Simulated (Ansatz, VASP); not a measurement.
**Two plane-wave programs on Ti**

Contents of INCAR:

```
SYSTEM = Ti
PREC = Accurate
ENCUT = 520
EDIFF = 1E-6
ISMEAR = 0
SIGMA = 0.15
LREAL = .FALSE.
LASPH = .TRUE.
NELM = 80
ALGO = Fast
ISIF = 2
LWAVE = .FALSE.
LCHARG = .FALSE.
GGA = PS
NBANDS = 12
```

Contents of KPOINTS:

```
Automatic mesh
0
G
  22 22 22
  0 0 0
```

File POSCAR:

```
Ti
1.0
   -1.4053053247      1.4053053247      1.7584585528
    1.4053053247     -1.4053053247      1.7584585528
    1.4053053247      1.4053053247     -1.7584585528
Ti
1
Direct
    0.0000000000      0.0000000000      0.0000000000
```

Input for Ansatz:

```yaml
crystal:
  lattice:
    - [-1.4053053247, 1.4053053247, 1.7584585528]
    - [1.4053053247, -1.4053053247, 1.7584585528]
    - [1.4053053247, 1.4053053247, -1.7584585528]
  atoms:
    - { symbol: Ti, position: [0.0, 0.0, 0.0] }
basis:
  ecutwfc: 520.0
kpoints:
  mp_grid: { grid: [22, 22, 22] }
hamiltonian:
  xc: pbesol
  pseudopotentials: { kind: paw, azcp: { folder: soft_1 } }
scf:
  occupations: { method: gaussian, width: 0.15 }
output:
  forces: true
  stress: true
  eigenvalues: true
```

Alike in both runs: task single point; functional PBEsol; k mesh 22 × 22 × 22; occupations gaussian, width 0.15 eV; no spin polarisation.

|  | VASP | Ansatz |
| --- | --- | --- |
| version | VASP 6.6.1 | Ansatz 0.2.0 |
| potentials or method | VASP PAW PBE potentials, release 64 (Ti_sv) | scalar-relativistic, plane waves, PAW |
| plane-wave cutoff (eV) | 520 | 520 |
| valence electrons in the cell | 12 | 12 |

Ansatz gave:

| Quantity | Value |
| --- | --- |
| gap on the k mesh at the Fermi level (eV) | none |
| pressure (GPa) | 27.9 |
| largest component of the traceless stress (GPa) | 1.59 |

Q: Which values does VASP return?

A: gap on the k mesh at the Fermi level (eV): none; pressure (GPa): 27.2; largest component of the traceless stress (GPa): 1.66.

A gap of «none» marks a metal or a gap that the smearing closes. The functional is the same, so the differences come from potentials, cutoffs and numerics. Ansatz warned: «pseudo_functional_mismatch».

Caveats: so large a pressure means that the cell lies far from this level's equilibrium, or that cutoff or potentials fall short (VASP); the potentials were made for another functional, which shifts forces and pressure (VASP).
